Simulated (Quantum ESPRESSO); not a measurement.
## PbS under changes of volume

One of the cells (26.664 Å³/atom); the others are scaled copies at fixed shape and fractional positions:

```
Pb S
1.0
     2.07995   -5.99130    0.00000
     2.07995    5.99130    0.00000
     0.00000    0.00000    4.27932
Pb S
2 2
Direct
  0.13056 0.86944 0.25000
  0.86944 0.13056 0.75000
  0.35480 0.64520 0.25000
  0.64520 0.35480 0.75000
```

Measurements of this composition are mostly on another form, of space group No. 225.

| Item | Value |
| --- | --- |
| Program | Quantum ESPRESSO 7.5 |
| Functional | r2SCAN |
| Potentials or basis | SG15 PBE 1.2 |
| Cutoff | 762 eV |
| Density cutoff | 3048 eV |
| k mesh | 4 × 4 × 3 |
| Occupations | fermi-dirac, width 0.05 eV |
| Spin | no spin polarisation |

```csv
volume (Å³/atom),energy over the lowest point (meV/atom),pressure (GPa),gap on the mesh (eV)
25.064,9.98,2.8,1.36
25.597,?,?,?
26.130,0.00,0.1,1.45
26.664,1.29,-1.0,1.49
27.197,6.17,-2.0,1.52
27.730,14.31,-3.0,1.55
28.263,25.33,-3.8,1.57
```

Question: What does the run at 25.597 Å³/atom give?

Answer: Energy over the lowest point 2.74 meV/atom; pressure 1.4 GPa; gap on the mesh 1.41 eV.

Worked out: A Birch-Murnaghan fit of order 3 (a polynomial in V^(-2/3)) to the other rows has its minimum at 26.22 Å³/atom with B0 = V·E''(V) = 58 GPa and B' = 4.4 at fixed shape and positions, which overstates the stiffness. It gives 2.75 meV/atom at 25.597 Å³/atom, against the run's 2.74, and -dE/dV = 1.5 GPa, against 1.4. A parabola through the other rows of the gap, of slope 2.2 eV per unit of ln V there, gives 1.41 eV, against the run's 1.41.

Energies are extrapolated to zero smearing.

Caveats: all runs use coarse meshes; the potentials were made for another functional, which shifts forces and pressure; spin-orbit coupling is left out, which as a rule narrows the gap of such compounds by several tenths of an eV; an odd mesh through Γ misses points on the zone boundary, where band edges often lie.
